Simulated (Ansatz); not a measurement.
NiO2: single point with PBEsol

The system is NiO2.

```xyz
6
Lattice="2.9122 0.0000 0.0000 -1.4561 2.5220 0.0000 0.0000 0.0000 10.5553" Properties=species:S:1:pos:R:3 pbc="T T T"
Ni    0.0104    0.0008    5.3182
Ni   -0.0666   -0.0154    0.0500
O     0.0150    1.6475    6.2297
O    -0.0334    1.7115    9.6672
O     1.4703    0.8154    4.3396
O     1.4436    0.8471    0.9800
```

The cell comes from a database or a generator and needn't be the stable form of this composition.

The cell isn't the ideal one: atoms moved at random, drawn with an rms of 0.05 Å.

| Property | Result |
| --- | --- |
| Program | Ansatz 0.2.0 |
| Task | single point |
| Functional | PBEsol |
| Potentials or basis | Ansatz PAW |
| Cutoff | 420 eV (not typed: the program's choice for these potentials) |
| k mesh | 10 × 10 × 3 |
| Occupations | fermi-dirac, width 0.05 eV |
| Spin | collinear spin, ferromagnetic start |
| Starting moments | [1.0, 1.0, 0.0, 0.0, 0.0, 0.0] μB |

* Pressure: -14.8 GPa
* Largest force: 1.529 eV/Å
* Band gap on the k mesh: 0.90 eV, indirect (least direct gap 1.18 eV)
* Net moment: 0.00 μB per cell
* Absolute moment: 0.00 μB per cell

Forces in eV/Å, atoms in the order of the input:
```
Ni   0.067 -0.501 -0.867
Ni   0.728  0.530 -0.102
O   -0.039  0.323 -0.650
O   -0.271 -0.388  0.956
O   -0.029  0.177  1.518
O   -0.457 -0.141 -0.855
```

Stress tensor (GPa, compression positive):
```
-18.41   0.00  -0.37
  0.00 -18.36   0.73
 -0.37   0.73  -7.73
```

Levels at points of the mesh, in eV from the valence-band top:
Spin up:
| k point | band 27 | band 28 | band 29 | band 30 | band 31 | band 32 | band 33 | band 34 |
| --- | --- | --- | --- | --- | --- | --- | --- | --- |
| (0.00, 0.00, 0.00) | -0.92 | -0.87 | -0.21 | -0.07 | 1.98 | 2.00 | 2.02 | 2.09 |
| (0.00, -0.50, 0.00) | -1.45 | -1.34 | -0.96 | -0.90 | 1.26 | 1.42 | 1.89 | 2.00 |
| (-0.50, 0.00, 0.00) | -1.38 | -1.31 | -0.94 | -0.91 | 1.27 | 1.43 | 1.92 | 1.98 |
| (-0.50, -0.50, 0.00) | -1.44 | -1.33 | -0.95 | -0.91 | 1.27 | 1.44 | 1.91 | 1.93 |
Spin down:
| k point | band 28 | band 29 | band 30 | band 31 | band 32 | band 33 |
| --- | --- | --- | --- | --- | --- | --- |
| (0.00, 0.00, 0.00) | -0.87 | -0.21 | -0.07 | 1.98 | 2.00 | 2.02 |
| (0.00, -0.50, 0.00) | -1.34 | -0.96 | -0.90 | 1.26 | 1.42 | 1.89 |
| (-0.50, 0.00, 0.00) | -1.31 | -0.94 | -0.91 | 1.27 | 1.43 | 1.92 |
| (-0.50, -0.50, 0.00) | -1.33 | -0.95 | -0.91 | 1.27 | 1.44 | 1.91 |

Run time: 100 s on 2 threads of Arm Neoverse V1, on a shared host, peak memory 0.8 GiB.

Caveat: odd divisions of the mesh miss points on the zone boundary, where band edges often lie, so the gap on the mesh can be too wide; the pressure holds a Pulay correction of +0.7 GPa for the finite cutoff; the PAW data sets come from PBE, with cores solved anew for the run's functional, which leaves a small shift of forces and pressure; the starting moments weren't kept. A k mesh can miss the band edges.
